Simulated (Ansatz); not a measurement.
**ScAl$_{3}$: do energies and stresses tell the same story?**

All numbers below come from Ansatz, DFT r2SCAN, scalar-relativistic, plane waves, PAW.

Settings: cutoff 500 eV, Γ-centred mesh 10×10×10 on the computed 4-atom cell, Gaussian smearing of 0.10 eV; no spin polarisation.

Relaxed cell: Pm-3m, a = 4.086 Å, b = 4.086 Å, c = 4.086 Å, α = 90.00°, β = 90.00°, γ = 90.00°, 4 atoms in the primitive cell. Whether it is the stable form of this composition wasn't checked.

Energies at zero smearing and pressures from the stress tensor, at volumes with shape and atoms relaxed:
```tsv
V (Å³/atom)	E − E(first) (meV/atom)	P (GPa)
15.003	0.00	15.46
15.514	-41.49	10.68
16.026	-68.82	6.58
16.537	-83.98	3.04
17.049	-88.66	0.00
17.560	-84.32	-2.62
18.071	-72.22	-4.86
18.753	-45.92	-7.35
```

Check P = −dE/dV between neighbouring volumes, and get the bulk modulus from the pressures alone.

With 1 eV/Å³ = 160.2 GPa:
```csv
middle V (Å³/atom),−ΔE/ΔV (GPa),mean P (GPa)
15.258,12.998,13.074
15.770,8.561,8.630
16.281,4.747,4.809
16.793,1.466,1.520
17.304,-1.359,-1.309
17.816,-3.791,-3.739
18.412,-6.179,-6.108
```

The two differ by 0.08 GPa at most. The mean of two end pressures misses the average over a step by about ΔV² P″/12, up to 0.06 GPa here; with that taken off 0.03 GPa remains. The stress is the derivative of the free energy, not of the energy at zero smearing, and with free energies 0.00 GPa remains. Around V = 17.049 Å³/atom, the two neighbours give B = −V ΔP/ΔV = 17.049 × 5.66 / 1.023 = 94.3 GPa, against B0 = 93.9 GPa from the Birch–Murnaghan fit of the energies.